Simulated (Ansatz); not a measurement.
## Stability checks on a candidate for LiF

The cell was reached from a generator's guess, though it ends in a space group that the Crystallography Open Database lists for this formula.

These are results of Ansatz 0.2.0, DFT PBE, scalar-relativistic, plane waves, PAW, not measurements. Settings of the last relaxation (2-atom cell): 420 eV, 10×10×10 k points, Gaussian smearing of 0.02 eV, no spin polarisation.

Space group Fm-3m (No. 225). a = 4.068 Å, b = 4.068 Å, c = 4.068 Å, α = 90.00°, β = 90.00°, γ = 90.00°
```
atom  site  symmetry       x       y       z
  Li    4b      m-3m  0.5000  0.0000  0.0000
   F    4a      m-3m  0.0000  0.0000  0.0000
```

Formation energies are uncorrected and refer to the elements' standard structures at the same level (F₂ as a molecule).

Q: These tests were run: energy against the elements; random kick, then relaxation without symmetry; phonons on a 4×4×4 q mesh. What do they show?

A:

| test | result |
| --- | --- |
| energy against the elements | −2.945 eV/atom |
| random kick, then relaxation without symmetry | returns |
| phonons on a 4×4×4 q mesh | no imaginary mode on the mesh |

It fails none of these tests. Whether a mixture of other phases lies lower isn't tested here.

The kick test ran on a coarse mesh. The run for the phonons used a 12×12×12 k mesh.
